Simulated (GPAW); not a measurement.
Something may be wrong with this GPAW 26.7.0 calculation of ZnSe (Stilleite).

The input run.py:

```python
import numpy as np
from ase.dft.bandgap import bandgap
from ase.io import read, write
from gpaw import GPAW, PW, setup_paths
from gpaw.response.df import DielectricFunction

setup_paths.insert(0, '.')

atoms = read('ZnSe.cif')

calc = GPAW(mode=PW(400),
            xc='MGGA_X_R2SCAN+MGGA_C_R2SCAN',
            kpts={'size': (4, 4, 4), 'gamma': True},
            occupations={'name': 'fermi-dirac', 'width': 0.001},
            setups={'Se': 'jth', 'Zn': 'jth'},
            nbands=-9,
            convergence={'density': 1e-06},
            maxiter=50,
            txt='gpaw.txt')
atoms.calc = calc
energy = atoms.get_potential_energy()
calc.write('gs.gpw')
write('result.traj', atoms)
print(f'Energy: {energy:.6f} eV')
print('Fermi level:', round(calc.get_fermi_level(), 4), 'eV')
print(f'Gap: {bandgap(calc)[0]:.4f} eV, direct: {bandgap(calc, direct=True)[0]:.4f} eV')

dense = calc.fixed_density(kpts={'size': (5, 5, 5), 'gamma': True},
                           nbands=16, convergence={'bands': 10},
                           update_fermi_level=True, txt='dense.txt')
dense.write('dense.gpw', mode='all')

df = DielectricFunction('dense.gpw', frequencies={'type': 'nonlinear', 'domega0': 0.1, 'omega2': 10},
                        eta=0.3, ecut=70, nbands=10, txt='df.txt')
for i, q_c in enumerate([[0.0, 0.0, 0.2], [0.0, 0.0, 0.4]]):
    eels0, eels = df.get_eels_spectrum(xc='ALDA', q_c=q_c, filename=f'eels_{i}.csv')
    q = np.linalg.norm(2 * np.pi * np.array(q_c) @ atoms.cell.reciprocal())
    w = df.get_frequencies()
    print(f'|q| = {q:.4f} 1/A: loss peak at {w[eels[w < 45].argmax()]:.3f} eV (below 45 eV)')
```

ZnSe.cif

```cif
data_ZnSe
_cell_length_a 3.95343502
_cell_length_b 3.95343502
_cell_length_c 3.95343502
_cell_angle_alpha 60.00000000
_cell_angle_beta 60.00000000
_cell_angle_gamma 60.00000000
_space_group_name_H-M_alt 'P1'
_space_group_name_Hall 'P 1'
_space_group_IT_number 1
loop_
_space_group_symop_operation_xyz
'x,y,z'
loop_
_atom_site_label
_atom_site_type_symbol
_atom_site_symmetry_multiplicity
_atom_site_Wyckoff_symbol
_atom_site_fract_x
_atom_site_fract_y
_atom_site_fract_z
_atom_site_occupancy
Se1 Se 1 a 0.7500000000 0.7500000000 0.7500000000 1
Zn1 Zn 1 a 0.0000000000 0.0000000000 0.0000000000 1
```

Potentials or basis: JTH PAW 2.0, PBE, pw.

Launch:

```console
$ OMP_NUM_THREADS=1 python run.py
```

gpaw.txt:

```text
__  _  _
 | _ |_)|_||  |
 |__||  | ||/\| - 26.7.0

Input parameters:
  mode=PW(ecut=400.0),
  convergence={'density': 1e-06},
  kpts=MonkhorstPack(size=(4, 4, 4), gamma=True),
  maxiter=50,
  nbands=-9,
  occupations=Occupations(name='fermi-dirac', width=0.001),
  setups={'Se': 'jth', 'Zn': 'jth'},
  xc=XC(name='MGGA_X_R2SCAN+MGGA_C_R2SCAN')

Diagonalizing LCAO Hamiltonian
Converting LCAO to pw mode

                        Se

       Zn

Atoms  # Å, Bohr magnetons
|   | symbol |        x |        y |        z |    initial magnetic moments |
|---|--------|----------|----------|----------|-----------------------------|
| 0 |     Se | 5.930153 | 3.423775 | 2.420975 | ( 0.0000,  0.0000,  0.0000) |
[... 151 lines left out ...]
  name: MGGA_X_R2SCAN+MGGA_C_R2SCAN with 2 nearest neighbor stencil

convergence criteria:
- Maximum integral of absolute [dens]ity change: 1e-06 electrons / valence electron
- Maximum [total energy] change in last 3 cyles: 0.0005 eV / valence electron
- Maximum integral of absolute [eigenst]ate change: 4e-08 eV^2 / valence electron
maximum number of iterations: 50

SCF iterations
|iter     | |      energy | eigst |  dens |
|---------|-|-------------|-------|-------|
|iter:   1| |  -23.203998 | +0.38 |       |
|iter:   2| |  -22.335724 | -1.08 | -1.29 |
|iter:   3| |-14712130.987862 | +6.47 | -1.27 |
|iter:   4| |   -9.803658 | +2.01 | +2.40 |
|iter:   5| |  -22.033079 | +0.83 | -0.62 |
|iter:   6| |  -22.290397 | -0.41 | -1.55 |
|iter:   7| |  -22.191968 | -2.06 | -1.34 |
|iter:   8| |  -22.198190 | -3.21 | -2.02 |
|iter:   9| |  -22.195499c| -3.88 | -2.06 |
|iter:  10| |  -22.195365c| -5.06 | -2.59 |
|iter:  11| |  -22.195081c| -4.89 | -2.68 |
|iter:  12| |  -22.195047c| -6.19 | -3.52 |
|iter:  13| |  -22.195041c| -6.97 | -3.89 |
|iter:  14| |  -22.195043c| -7.42c| -3.99 |
|iter:  15| |  -22.195043c| -8.23c| -4.78 |
|iter:  16| |  -22.195042c| -7.76c| -5.15 |
|iter:  17| |  -22.195042c| -9.36c| -6.26c|

Converged in 17 steps
Energy contributions relative to reference atoms: (reference = -114994.835229)

Energy contributions:
  Kinetic:          28.979178
  Coulomb:         -25.109449
  Zero:              0.020813
  External:          0.000000
  Xc:              -26.085584
  Entropy:          -0.000000
  Spinorbit:         0.000000
  ----------------------------
  Free energy:     -22.195042
  Extrapolated:    -22.195042

dipole moment: (-14.241983, -8.222613, -5.814265)  # |e|*Ang

Fermi level: 4.769
[... 26 lines left out ...]
# Writing to gs.gpw (mode='')
```

On the terminal:

```text
Energy: -22.195042 eV
Fermi level: 4.7688 eV
[... 1 line left out ...]
|q| = 0.3893 1/A: loss peak at 11.965 eV (below 45 eV)
|q| = 0.7786 1/A: loss peak at 11.523 eV (below 45 eV)
```

Diagnose the run.

The calculation finished and met its thresholds. The input holds a flaw that was put in on purpose: far too few empty bands in the response. The program doesn't stop on it, so the numbers can't be trusted though the run ends normally.
